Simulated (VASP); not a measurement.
# Sr (P6_3/mmc) in VASP: notebook

One crystal, Sr, is run at these levels: PBE; tasks: single point.

All numbers are computed with VASP 6.6.1; they aren't measurements. Logs are shortened: lines on timing, memory, paths and dates and some standing lists are left out, and cuts for length are marked.

## Step 1: The structure

It takes space group P6_3/mmc (No. 194, hexagonal). The conventional cell has a = 4.310 Å, b = 4.310 Å, c = 7.050 Å, α = 90.00°, β = 90.00°, γ = 120.00°. Around Sr (site symmetry -6m2) lie 12 Sr at 4.31 Å.

This isn't the form of Sr at room conditions, which is fcc.

## Step 2: Single point, PBE

Contents of INCAR:

```
SYSTEM = Sr
  ADDGRID = .False.
  ALGO = Normal
  EDIFF = 1E-6
  ENCUT = 500
  GGA = PE
  ISIF = 2
  ISMEAR = 0
  LASPH = .True.
  LCHARG = .False.
  LREAL = .False.
  LWAVE = .False.
  NBANDS = 17
  NELM = 100
  PREC = Accurate
  SIGMA = 0.15
```

Contents of KPOINTS:

```
k-points
0
Gamma
  10 10 6
  0 0 0
```

Contents of POSCAR:

```
Sr
1.0
    4.3100000000      0.0000000000      0.0000000000
   -2.1550000000      3.7325694903      0.0000000000
    0.0000000000      0.0000000000      7.0500000000
Sr
2
Direct
    0.6666666667      0.3333333333      0.7500000000
    0.3333333333      0.6666666667      0.2500000000
```

Potentials or basis: VASP PAW PBE potentials, release 64 (Sr_sv).

The run is started by

```bash
$ cat potpaw_PBE.64/Sr_sv/POTCAR > POTCAR
$ mpirun -np 1 vasp_std > vasp.out
```

OUTCAR:

```text
SYSTEM = Sr
   EDIFF = 1E-6
   ENCUT = 500
   GGA = PE
   ISIF = 2
   ISMEAR = 0
   LASPH = .True.
   LREAL = .False.
   NELM = 100
   PREC = Accurate

 Found     56 irreducible k-points:

 Following reciprocal coordinates:
            Coordinates               Weight
  0.000000  0.000000  0.000000      1.000000
  0.100000  0.000000  0.000000      6.000000
  0.200000  0.000000  0.000000      6.000000
  0.300000  0.000000  0.000000      6.000000
  0.400000  0.000000  0.000000      6.000000
  0.500000  0.000000  0.000000      3.000000
   k-points           NKPTS =     56   k-points in BZ     NKDIM =     56   number of bands    NBANDS=     17
   number of dos      NEDOS =    301   number of ions     NIONS =      2
   total plane-waves  NPLWV =  55296
   dimension x,y,z NGX =    32 NGY =   32 NGZ =   54
   dimension x,y,z NGXF=    64 NGYF=   64 NGZF=  108
   ions per type =               2
   NGX,Y,Z   is equivalent  to a cutoff of  12.34, 12.34, 12.73 a.u.
   NGXF,Y,Z  is equivalent  to a cutoff of  24.69, 24.69, 25.47 a.u.
 SYSTEM =  Sr
   PREC   = accura    normal or accurate (medium, high low for compatibility)
   ISTART =      0    job   : 0-new  1-cont  2-samecut
   ICHARG =      2    charge: 1-file 2-atom 10-const
   ISPIN  =      1    spin polarized calculation?
   LNONCOLLINEAR =      F non collinear calculations
   LSORBIT =      F    spin-orbit coupling
   LASPH  =      T    aspherical Exc in radial PAW
   ENCUT  =  500.0 eV  36.75 Ry    6.06 a.u.   7.86  7.86 12.85*2*pi/ulx,y,z
   NELM   =    100;   NELMIN=  2; NELMDL= -5     # of ELM steps
   EDIFF  = 0.1E-05   stopping-criterion for ELM
   LREAL  =      F    real-space projection
   EDIFFG = 0.1E-04   stopping-criterion for IOM
   NSW    =      0    number of steps for IOM
   IBRION =     -1    ionic relax: 0-MD 1-quasi-New 2-CG
   NFREE  =      0    steps in history (QN), initial steepest desc. (CG)
   ISIF   =      2    stress and relaxation
   ISYM   =      2    0-nonsym 1-usesym 2-fastsym
   POTIM  = 0.5000    time-step for ionic-motion
   TEBEG  =    0.0;   TEEND  =   0.0 temperature during run
   PSTRESS=    0.0 pullay stress
   NELECT =      20.0000    total number of electrons
   NUPDOWN=      -1.0000    fix difference up-down
   EMIN   =  10.00;   EMAX   =-10.00  energy-range for DOS
   EFERMI =   0.00;   METHOD = LEGACY
   ISMEAR =     0;   SIGMA  =   0.15  broadening in eV -4-tet -1-fermi 0-gaus
   EFERMI_NEDOS =   21; number of points for ismear=-14 and -15
   IALGO  =     38    algorithm
   IMIX   =      4    mixing-type and parameters
     AMIX     =   0.40;   BMIX     =  1.00
     AMIX_MAG =   1.60;   BMIX_MAG =  1.00
  volume/ion in A,a.u.               =      56.71       382.68
  Fermi-wavevector in a.u.,A,eV,Ry     =   0.918037  1.734838 11.466874  0.842791
  Thomas-Fermi vector in A             =   2.043073
   LORBIT       =      0    0 simple, 1 ext, 2 COOP (PROOUT), +10 PAW based schemes
   GGA     = PE    functional components
   LHFCALC =     F    Hartree Fock is set to
   AEXX    =    0.0000 exact exchange contribution
   IVDW    =     0    specifies the selected vdW correction
   LEPSILON=     F    determine dielectric tensor
   LRPA    =     F    only Hartree local field effects (RPA)
 non-spin polarized calculation
 Gauss-broadening in eV      SIGMA  =   0.15
  energy-cutoff  :      500.00
  volume of cell :      113.42
 maximum number of plane-waves:      2898
 NGX is ok and might be reduce to    32
   NGX = 15   NGY = 15   NGZ = 25

 number of electron      20.0000000 magnetization

 Free energy of the ion-electron system (eV)
  ---------------------------------------------------
  ext. energy  EPLUGINS =         0.00000000
  ---------------------------------------------------
  free energy    TOTEN  =        -3.28026841 eV

  energy without entropy =       -3.24899962  energy(sigma->0) =       -3.26463402

 E-fermi :   1.5037     XC(G=0):  -7.2582

 val. band max:        1.5028897409   @ k =   0.0000   0.0000   0.0000
 cond. band min:       1.5138093087   @ k =   0.3000   0.3000   0.1667
 fundamental gap:      0.0109195678
 Fermi energy:         1.5037168279

 k-point     1 :       0.0000    0.0000    0.0000
  band No.  band energies     occupation
      1     -35.1942      2.00000
      2     -35.1823      2.00000
      3     -17.2572      2.00000
      4     -17.1127      2.00000
      5     -17.1127      2.00000
      6     -17.0887      2.00000
[... 9 lines left out ...]
     16       4.1451      0.00000
     17       4.6498      0.00000

 k-point     2 :       0.1000    0.0000    0.0000
  band No.  band energies     occupation
      1     -35.1932      2.00000
      2     -35.1818      2.00000
      3     -17.2517      2.00000
      4     -17.1255      2.00000
      5     -17.1167      2.00000
      6     -17.1019      2.00000
[... 9 lines left out ...]
     16       4.2764      0.00000
     17       4.3933      0.00000

 k-point     3 :       0.2000    0.0000    0.0000
  band No.  band energies     occupation
      1     -35.1904      2.00000
      2     -35.1805      2.00000
      3     -17.2362      2.00000
      4     -17.1590      2.00000
      5     -17.1359      2.00000
      6     -17.1270      2.00000
[... 9 lines left out ...]
     16       4.2487      0.00000
     17       4.3255      0.00000

 k-point     4 :       0.3000    0.0000    0.0000
  band No.  band energies     occupation
      1     -35.1868      2.00000
      2     -35.1792      2.00000
      3     -17.2143      2.00000
      4     -17.2008      2.00000
      5     -17.1767      2.00000
      6     -17.1393      2.00000
[... 9 lines left out ...]
     16       4.7600      0.00000
     17       4.8404      0.00000

 k-point     5 :       0.4000    0.0000    0.0000
  band No.  band energies     occupation
      1     -35.1836      2.00000
      2     -35.1784      2.00000
      3     -17.2347      2.00000
      4     -17.2089      2.00000
      5     -17.1918      2.00000
      6     -17.1490      2.00000
[... 9 lines left out ...]
     16       5.2707      0.00000
     17       5.6299      0.00000

 k-point     6 :       0.5000    0.0000    0.0000
  band No.  band energies     occupation
      1     -35.1822      2.00000
      2     -35.1783      2.00000
      3     -17.2476      2.00000
      4     -17.2209      2.00000
      5     -17.1804      2.00000
      6     -17.1526      2.00000
[... 9 lines left out ...]
     16       5.6843      0.00000
     17       6.2259      0.00000

 [... further k-points ...]

------------------------ aborting loop because EDIFF is reached ----------------------------------------

  FORCE on cell =-STRESS in cart. coord.  units (eV):
  Direction    XX          YY          ZZ          XY          YZ          ZX
  --------------------------------------------------------------------------------------
  -------------------------------------------------------------------------------------
  Total       -0.2422110     -0.2422110     -0.1226265     -0.0000000      0.0000000      0.0000000
  in kB       -3.4216070     -3.4216070     -1.7322901     -0.0000000      0.0000000      0.0000000
  external PRESSURE =      -2.8585014 kB  Pullay stress =       0.0000000 kB

 VOLUME and BASIS-vectors are now :
 -----------------------------------------------------------------------------
  energy-cutoff  :      500.00
  volume of cell :      113.42
      direct lattice vectors                 reciprocal lattice vectors
     4.310000000  0.000000000  0.000000000     0.232018561  0.133955979  0.000000000
    -2.155000000  3.732569490  0.000000000     0.000000000  0.267911958  0.000000000
     0.000000000  0.000000000  7.050000000     0.000000000  0.000000000  0.141843972

 POSITION                                       TOTAL-FORCE (eV/Angst)
 -----------------------------------------------------------------------------------
      2.15500      1.24419      5.28750         0.000000      0.000000      0.000000
     -0.00000      2.48838      1.76250        -0.000000     -0.000000      0.000000
 -----------------------------------------------------------------------------------
    total drift:                                0.000000     -0.000000      0.000000

  FREE ENERGIE OF THE ION-ELECTRON SYSTEM (eV)
  ---------------------------------------------------
  free  energy   TOTEN  =        -3.2802684140 eV

  energy  without entropy=       -3.2489996215  energy(sigma->0) =       -3.26463402
```

It took 29 s on 1 thread of Intel Xeon 6975P-C (Granite Rapids), shared host; peak memory 0.26 GiB.

These settings aren't checked as converged: the numbers below hold their error.

What came out:

```yaml
Free_energy: -3.2803 eV
Pressure: -0.3 GPa
Band_gap_on_the_k_mesh: none (metal or under the smearing width)
```

## Step 3: Single point, PBE

INCAR is that of step 2.

KPOINTS is that of step 2.

Contents of POSCAR:

```
Sr
1.0
    4.3100000000      0.0000000000      0.0000000000
   -2.1550000000      3.7325694903      0.0000000000
    0.0000000000      0.0000000000      7.0500000000
Sr
2
Direct
    0.6432960000      0.3178180000      0.7464440000
    0.3199860000      0.6535770000      0.2508690000
```

Potentials or basis: VASP PAW PBE potentials, release 64 (Sr_sv).

The run is started by

```bash
$ cat potpaw_PBE.64/Sr_sv/POTCAR > POTCAR
$ mpirun -np 1 vasp_std > vasp.out
```

It took 2.4 min on 1 thread of Intel Xeon 6975P-C (Granite Rapids), shared host; peak memory 0.57 GiB.

The run converged, but some of its settings lie outside the range that counts as converged, so its numbers aren't taken as properties of the crystal.

What came out:

- Free energy: -3.2794 eV
- Pressure: -0.3 GPa
- Largest force: 0.042 eV/Å
- Band gap on the k mesh: none (metal or under the smearing width)

## Step 4: For comparison

An earlier run on the cell as given: functional PBE; potentials or basis VASP PAW PBE potentials, release 64 (Sr_sv); cutoff 520 eV; k mesh 7 × 7 × 4; occupations fermi-dirac, width 0.05 eV; no spin polarisation.

- Pressure: -0.3 GPa
- Band gap on the k mesh: none (metal or under the smearing width)
